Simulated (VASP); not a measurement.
The system is SrO.

```
Sr O
1.0
     0.00000    2.56630    2.56630
     2.56630    0.00000    2.56630
     2.56630    2.56630    0.00000
Sr O
1 1
Direct
  0.50000 0.50000 0.50000
  0.00000 0.00000 0.00000
```

Base run:

| Item | Value |
| --- | --- |
| Program | VASP 6.6.1 |
| Functional | SCAN |
| Potentials or basis | VASP PAW PBE potentials, release 64 (Sr_sv, O) |
| Cutoff | 520 eV |
| k mesh | 9 × 9 × 9 |
| Occupations | fermi-dirac, width 0.05 eV |
| Spin | no spin polarisation |

Its results: band gap on the k mesh 3.78 eV, indirect (least direct gap 3.87 eV); pressure 1.6 GPa.

Task: After a change of settings the same cell gave: band gap on the k mesh 3.44 eV, indirect (least direct gap 3.53 eV); pressure 7.0 GPa. Which change was it?
A. functional from SCAN to RPBE
B. functional from SCAN to PW91
C. functional from SCAN to TPSS
D. functional from SCAN to r2SCAN

Result: A.

SCAN gives the wider gap, since meta-GGAs in the generalised Kohn-Sham scheme recover part of the derivative discontinuity.

Caveats: the PAW data sets were made with another functional, which shifts forces and pressure a little.

Not every run made on this cell is shown here.
